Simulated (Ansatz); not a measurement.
We consider zinc-blende ZnTe, described by r²SCAN+rVV10 (plane waves, PAW; Ansatz, an electronic-structure program).

Run with plane-wave cutoff 560 eV, 10×10×10 k mesh, Fermi–Dirac smearing 0.01 eV, scalar-relativistic PAW data made under PBE.

Pressure at four volumes; x = ln(V/28.104 Å³). One pressure is withheld.

```csv
V (Å³/atom),x,P (GPa)
26.418,-0.0619,?
26.980,-0.0408,2.34
28.104,0.0000,0.00
29.790,0.0583,-2.67
```

Pass a parabola P(x) through the three rows shown, estimate the bulk modulus and its pressure derivative near zero pressure, and predict the withheld pressure.

Slopes between the rows: (0.00 − (2.34))/(0.0000 − (-0.0408)) = -57.35 and (-2.67 − (0.00))/(0.0583 − (0.0000)) = -45.80 GPa. Their difference over the span 0.0991 is c = 11.55/0.0991 = 116.5 GPa, so P(x) = 2.34 + (-57.35)(x − (-0.0408)) + 116.5 (x − (-0.0408))(x − (0.0000)). At the middle row B = −dP/dx = −[-57.35 + 116.5 × 0.0408] = 52.6 GPa, and B′ = dB/dP = 2c/B = 4.4. At x = -0.0619 the parabola gives 3.70 GPa; the run gives 3.72 GPa. The Birch–Murnaghan fit to the energies at all volumes has B0 = 52.3 GPa and B′ = 4.5.

Measured, for comparison: bulk modulus 51 ± 3 GPa (room temperature, no zero-point or thermal correction; as tabulated in Determination of phase transition pressures of ZnTe under quasihydrostatic …). Computed (rounded) less measured: bulk modulus +3 % (inside the measured uncertainty). A static lattice is as a rule a little smaller and stiffer than an uncorrected measurement, which narrows the difference in the bulk modulus and would widen misses of the other sign.

Spin–orbit coupling is not included.
